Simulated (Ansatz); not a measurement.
Runs of Ansatz 0.2.0 on SnO2. The structure is cubic, space group Pa-3 (No. 205). Conventional cell: a = 5.175 Å, b = 5.175 Å, c = 5.175 Å, α = 90.00°, β = 90.00°, γ = 90.00°. Around Sn (site symmetry -3) lie 6 O at 2.11 Å. Around O (site symmetry 3) lie 3 Sn at 2.11 Å. Measurements of this composition are mostly on another form, of space group No. 136.

```csv
task,level,cell,cutoff (eV),points for each segment of the path,gap on the mesh (eV),pressure (GPa),relaxed volume (Å³/atom),largest force (eV/Å)
relaxation of cell and atoms,LDA,relaxed,420,-,1.10,0.0,10.85,-
band structure,r2SCAN,as given,500,10,1.13,-9.0,-,0.02
relaxation of cell and atoms,PBEsol,relaxed,420,-,0.85,0.0,11.14,-
relaxation of cell and atoms,r2SCAN,relaxed,500,-,(a),0.0,11.06,-
band structure,PBEsol,as given,420,10,0.51,(b),-,0.02
```

Alike in all rows: potentials or basis Ansatz PAW; no spin polarisation; k mesh 5 × 5 × 5; smearing fermi-dirac 0.05 eV.

Task: Estimate the missing entries.

Result: (a) 1.61; (b) -7.2.

Caveats: spin-orbit coupling is left out, which moves the levels of the heavy elements; the PAW data sets come from PBE, with cores solved anew for the run's functional, which leaves a small shift of forces and pressure; odd divisions of the mesh miss points on the zone boundary, where band edges often lie, so the gap on the mesh can be too wide (some runs); the plane-wave basis is chosen anew once the cell has moved, so the energies of steps on either side of that aren't comparable (some runs).

A k mesh can miss the band edges, and the runs leave out spin-orbit coupling on Sn.

Runs at the PBE level aren't shown here.
